How much energy does it take to squeeze a metal to a volume that was not computed, if five neighbouring volumes were? The case here is tantalum in the face-centred cubic (fcc) structure, at the PBE level of density functional theory. Two volumes on the compressed side are left open, and the task is to put an energy and a pressure on each, with a range.

Fcc tantalum at fixed volumes, computed with GPAW 26.7.0 using the PBE functional and PAW data sets (gpaw-data 1.2.1), without spin polarisation or spin–orbit coupling. The runs use a 600 eV plane-wave cutoff, an 11×11×11 k mesh and Fermi–Dirac smearing of 0.05 eV. Energies are for a static lattice and counted from the minimum of the fitted energy–volume curve.

```
volume (Å³/atom)  energy (meV/atom)  pressure (GPa)
           17.66              51.70          14.210
           18.04                  ?               ?
           18.41                  ?               ?
           18.79               0.28           0.960
           19.16               2.41          -2.740
           19.54              12.82          -6.110
           19.92              30.80          -9.190
```

The volume V is counted per atom, and the energy E from the minimum of the curve. The pressure P is positive where the metal has to be pushed together to keep its volume and negative where it has to be pulled apart. It changes sign between 18.79 and 19.16 Å³, so the resting volume lies between these two rows. Tantalum normally crystallises in the body-centred cubic structure, so the numbers describe a different polymorph and should not be used as data for ordinary tantalum metal.

Follow the two ends of the scan first. At 17.66 Å³ the energy is 51.70 meV, at 19.92 Å³ only 30.80 meV. It is tempting to read this difference as proof that the metal resists squeezing far more than stretching. Most of it has a plainer origin: the compressed end lies further from the minimum than the expanded end.

The two causes can be separated. For an ideal spring the energy grows as the square of the distance from rest, and the unequal distances alone would make the compressed end higher by a factor of 1.40. The actual ratio is 1.68. What remains is a factor of 1.20, and this is the true departure from a spring.

The pressures show the same departure more directly. The bulk modulus B measures how much pressure a given relative change of volume costs:

B = −V ΔP/ΔV

Between the two most expanded rows it is 162 GPa; between 17.66 and 18.79 Å³ it averages 214 GPa. The metal stiffens as it is squeezed, by about 3.5 GPa for each GPa of pressure.

The reason is a balance of two tendencies that change with distance at different rates. The 5d electrons of tantalum fill their band only in part, mostly in bonding states, and the overlap between neighbours pulls the atoms together. Against this stands the kinetic energy of electrons confined to less space, together with the repulsion that sets in when they are pushed into the inner shells of the neighbours. At the resting volume the two forces cancel. On compression the repulsive part rises faster, so each further step needs a larger increase in pressure than the last. This is the standard theory of metallic cohesion; the curve itself contains only the sum of the two parts.

A diatomic molecule behaves in the same way: its bond is harder to shorten than to lengthen, because repulsion between the atoms rises more steeply than attraction. The comparison holds for the shape of the curve near its minimum. It fails if each contact in the metal is treated as a separate bond, since the twelve neighbours of an atom share the same electrons. A simple model shows what sets the rate of stiffening. If the attraction varies as V^(−a) and the repulsion as V^(−b), the bulk modulus at the minimum rises by a + b + 2 GPa for each GPa of pressure. For a neighbouring metal the useful question is therefore how steeply both parts change with volume, and not how strong the bonding is.

A good formula should have this lopsidedness built in. The Birch–Murnaghan form achieves it by a choice of variable: it expands the energy in powers of V^(−2/3), which is proportional to one over the bond length squared. Equal steps in this variable are small steps in volume when the metal is compressed and larger ones when it is expanded. A simple parabola in it therefore already stiffens under pressure. With the cell at 18.79 Å³ as reference, the variable is

y = (V_ref/V)^(2/3) − 1

Least squares on the five known energies, with powers up to the third, gives in meV per atom

E = 0.280 + 169.6 y + 25233 y² − 6316 y³

The term linear in y is there because the reference cell is slightly compressed. The quadratic term carries the stiffness, and the cubic term corrects how fast that stiffness changes. Four constants on five rows leave little room for a test, so the open rows matter more than the quality of the fit.

Now take the row at 18.04 Å³, which had no part in the fit. The scan moves in steps of 2 % of the reference cell, so this volume is 0.96 of it, and y = 0.96^(−2/3) − 1 = 0.027588. Inserting this gives

E = 0.280 + 4.679 + 19.205 − 0.133 = 24.03 meV

The quadratic term does most of the work. The cubic term is small because the choice of variable has already taken care of most of the asymmetry.

The same formula gives 7.20 meV at 18.41 Å³. Both energies carry a range of ±0.2 meV. That width is a judgement about numerical noise; it is wider than the root-mean-square error of 0.03 meV found when each known row in turn is predicted from the other four.

The pressure follows from the slope of the energy, P = −dE/dV. It comes to 9.42 GPa at 18.04 Å³ and 5.00 GPa at 18.41 Å³, each with a range of ±0.1 GPa, again set by judgement.

In words, the forecast is this. The energy at 18.04 Å³ is a little under half of that at 17.66 Å³, and at 18.41 Å³ it is a single-digit number of meV. Both pressures are positive, and the three pressure steps from 17.66 to 18.79 Å³ shrink in turn. There is no bump in the curve.

The withheld rows as computed:

```
volume (Å³/atom)  energy (meV/atom)  pressure (GPa)
           18.04              24.06           9.400
           18.41               7.22           5.000
```

All four values fall inside their ranges. The energy forecasts are too low by 0.03 meV at 18.04 Å³ and by 0.02 meV at 18.41 Å³. The first pressure is too high by 0.02 GPa, and the second agrees to the digits printed. Misses of this size need no physical cause, and the ranges turn out to have been generous.

The qualitative forecast holds as well: the pressure steps are 4.81, 4.40 and 4.04 GPa, so the metal softens steadily as it approaches its resting volume. The agreement in pressure is a check of consistency more than a second success, because pressure and energy describe the same curve. The printed pressures are not simply slopes read off the energies, though: integrated over the whole scan, they miss the energy difference between its two ends by about 0.2 meV, far more than the scatter of the energies about the fit.

The success has a simple basis. Both open volumes lie between computed ones, and the curve is smooth there, so the formula only had to bridge a gap. A shorter version shows what the cubic term adds. Without it, the stiffening is fixed at 4 GPa per GPa of pressure, whereas the full form finds 3.5. Fitted to the same five rows, the shorter version comes out about 0.2 meV too low at both open volumes.

That difference looks harmless, but it grows where a formula has to reach beyond its data. When each of the five rows is left out in turn, the ends of the scan among them, the root-mean-square miss of the shorter version is 0.6 meV. A wrong rate of stiffening can hide between two computed points, but it shows beyond the last one.

For practical work, take the resting volume from the fitted curve and not from the lowest row. The lowest computed energy is at 18.79 Å³, but the five-row fit puts the minimum at 18.88 Å³, and the cell at 18.79 Å³ is still under almost 1 GPa of pressure. A stress estimate that starts from that cell as if it were relaxed carries this pressure along as an error.

Quote the stiffness together with its pressure. The fit gives 189.5 GPa at the minimum, and the 3.5 GPa gained per GPa of pressure corrects it over the range of this scan. The value holds for uniform compression of a cubic cell at rest, without thermal motion. It says nothing about changes of shape, and fcc tantalum is known to be unstable against one of them: a tetragonal distortion, in which one cube axis changes its length relative to the other two. A healthy bulk modulus is therefore no sign that this structure would survive.

Finally, keep enough digits in the volume. At 17.66 Å³ the pressure of 14.21 GPa means that the energy changes by about 89 meV for each Å³. Rounding the volume by 0.005 Å³ then shifts the energy by 89 × 0.005 ≈ 0.4 meV, twice the range allowed for the forecasts. For this reason the fit used volumes rebuilt from the exact 2 % steps; the bond length sets only their common scale, which does not affect the energy forecasts. On a steep part of the curve, a carelessly rounded volume can cost more accuracy than the choice between the two formulas does at the open volumes.
